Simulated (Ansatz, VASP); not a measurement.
## One calculation of SnO2, two programs

INCAR

```
SYSTEM = SnO2
ALGO     = Normal         ! electronic algorithm
EDIFF    = 1E-6           ! SCF threshold, eV
ENCUT    = 520            ! plane-wave cutoff, eV
GGA      = PS             ! functional
ISIF     = 2              ! what is computed and relaxed
ISMEAR   = 0              ! smearing method
IVDW     = 12             ! dispersion correction
LASPH    = .True.         ! aspherical terms in the spheres
LCHARG   = .True.         ! write CHGCAR
LELF     = .True.         ! ELF
LREAL    = .False.        ! projectors in reciprocal space
LVHAR    = .True.       
LWAVE    = .False.        ! write WAVECAR
NBANDS   = 35             ! bands
NELM     = 100            ! most SCF steps
PREC     = Accurate       ! precision mode
SIGMA    = 0.01           ! smearing width, eV
```

KPOINTS

```
k-points
0
Gamma
  6 6 2
  0 0 0
```

The input POSCAR:

```
SnO2
1.0
    3.2305756200      0.0000000000      0.0000000000
   -1.6152878100      2.7977605500      0.0000000000
    0.0000000000      0.0000000000     10.7905620000
Sn O
2 4
Direct
    0.0000000000      0.0000000000      0.5000000000
    0.0000000000      0.0000000000      0.0000000000
    0.6666666667      0.3333333333      0.4058620000
    0.6666666667      0.3333333333      0.0941380000
    0.3333333333      0.6666666667      0.5941380000
    0.3333333333      0.6666666667      0.9058620000
```

Input for Ansatz:

```yaml
crystal:
  lattice:
    - [3.23057562, 0.0, 0.0]
    - [-1.61528781, 2.79776055, 0.0]
    - [0.0, 0.0, 10.790562]
  atoms:
    - { symbol: Sn, position: [0.0, 0.0, 0.5] }
    - { symbol: Sn, position: [0.0, 0.0, 0.0] }
    - { symbol: O, position: [0.6666666666666666, 0.3333333333333333, 0.40586200000000006] }
    - { symbol: O, position: [0.6666666666666666, 0.3333333333333333, 0.094138] }
    - { symbol: O, position: [0.3333333333333333, 0.6666666666666666, 0.594138] }
    - { symbol: O, position: [0.3333333333333333, 0.6666666666666666, 0.9058619999999998] }
kpoints:
  mp_grid:
    grid: [6, 6, 2]
    shift: [0.0, 0.0, 0.0]
  band_path:
    path:
      - [0.16666666683843093, 0.33333333281804045, 0.0]
      - [0.16152504604887927, 0.3359041432128163, 0.0]
      - [0.17180828762798256, 0.3307625224232647, 0.0]
      - [0.16666666683843093, 0.3288805586068405, 0.0]
      - [0.16666666683843093, 0.3377861070292405, 0.0]
      - [0.16666666683843093, 0.33333333281804045, -0.017173712810395682]
      - [0.16666666683843093, 0.33333333281804045, 0.017173712810395682]
      - [0.17180828762798256, 0.33521529663446464, 0.0]
      - [0.17180828762798256, 0.3263097482120647, 0.0]
      - [0.16152504604887927, 0.3403569174240163, 0.0]
      - [0.16152504604887927, 0.33145136900161637, 0.0]
      - [0.17180828762798256, 0.3307625224232647, 0.017173712810395682]
      - [0.17180828762798256, 0.3307625224232647, -0.017173712810395682]
      - [0.16152504604887927, 0.3359041432128163, 0.017173712810395682]
      - [0.16152504604887927, 0.3359041432128163, -0.017173712810395682]
      - [0.16666666683843093, 0.3377861070292405, 0.017173712810395682]
      - [0.16666666683843093, 0.3377861070292405, -0.017173712810395682]
      - [0.16666666683843093, 0.3288805586068405, 0.017173712810395682]
      - [0.16666666683843093, 0.3288805586068405, -0.017173712810395682]
    npoints: 1
hamiltonian:
  xc: pbesol
  dispersion: d3bj
  pseudopotentials:
    kind: paw
scf:
  convergence:
    dr2_threshold: 1.0e-10
  occupations:
    method: fixed
```

Measurements of this composition are mostly on another form, of space group No. 136.

Alike in both runs: task single point; functional PBEsol; dispersion D3(BJ); k mesh 6 × 6 × 2; no spin polarisation.

|  | VASP | Ansatz |
| --- | --- | --- |
| version | VASP 6.6.1 | Ansatz 0.2.0 |
| potentials or method | VASP PAW PBE potentials, release 64 (Sn_d, O) | plane waves, PAW |
| plane-wave cutoff (eV) | 520 | 420 |
| occupations | gaussian, width 0.01 eV | fixed |
| valence electrons in the cell | 52 | 52 |

Ansatz gave:

* gap on the k mesh at the Fermi level (eV): 2.09
* dispersion energy (meV/atom): -137.6

Problem. Estimate VASP's values.

Solution. gap on the k mesh at the Fermi level (eV): 2.07; dispersion energy (meV/atom): -137.6.

Caveats: spin-orbit coupling is left out, which moves the levels of the heavy elements. A k mesh can miss the band edges. PBEsol gaps usually lie below the measured ones, often by a third to a half.
